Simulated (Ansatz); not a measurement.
La2O3, DFT, PBE, all-electron PAW with datasets made for the crystal, scalar-relativistic (Ansatz 0.2.0), run on 2 threads of Intel(R) Xeon(R) Platinum 8488C (Sapphire Rapids) on a shared host.

The cell comes from COD entry 1010278, which wasn't checked; take it as a given geometry. It is an old determination, and later ones may differ. The listed cell was then made from it by scaling, straining or moving an atom.

Command: `ansatz run input.yaml --threads 2 --pin off --max-ram 6144MiB --backend cpu --events-out ev --progress --plain --runs-dir out`

```yaml
crystal:
  lattice:
    - [3.9300000706, 0.0, 0.0]
    - [-1.9650000353, 3.403479898, 0.0]
    - [0.0, 0.0, 5.9364]
  atoms:
    - { symbol: La, position: [0.3333333333, 0.6666666667, 0.25] }
    - { symbol: La, position: [0.6666666667, 0.3333333333, 0.75] }
    - { symbol: O, position: [0.25, 0.25, 0.0] }
    - { symbol: O, position: [0.75, 0.0, 0.0] }
    - { symbol: O, position: [0.0, 0.75, 0.0] }
kpoints:
  mp_grid: { grid: [6, 6, 4] }
scf:
  occupations: { method: fermi_dirac, width: 0.02 }
hamiltonian:
  xc: pbe
  pseudopotentials: { kind: all_electron, datasets: crystal }
output:
  forces: true
  stress: true
  eigenvalues: true
  efg: { contact_densities: true }
```

(1) How large is the problem that the program sets up?

(2) Estimate the wall time and the peak memory.

(3) And the same cell and mesh by PAW (frozen-core files), asked for forces, stress, eigenvalues, efg, on the same hardware?

Answers

(1) 24 irreducible k-points, 2201 plane waves at Γ, 25 bands.

(2) 19 s of wall time for 13 SCF iterations, with a peak of 0.96 GiB. Times on shared machines scatter by tens of per cent.

(3) 3.2 s, peak memory 0.44 GiB.
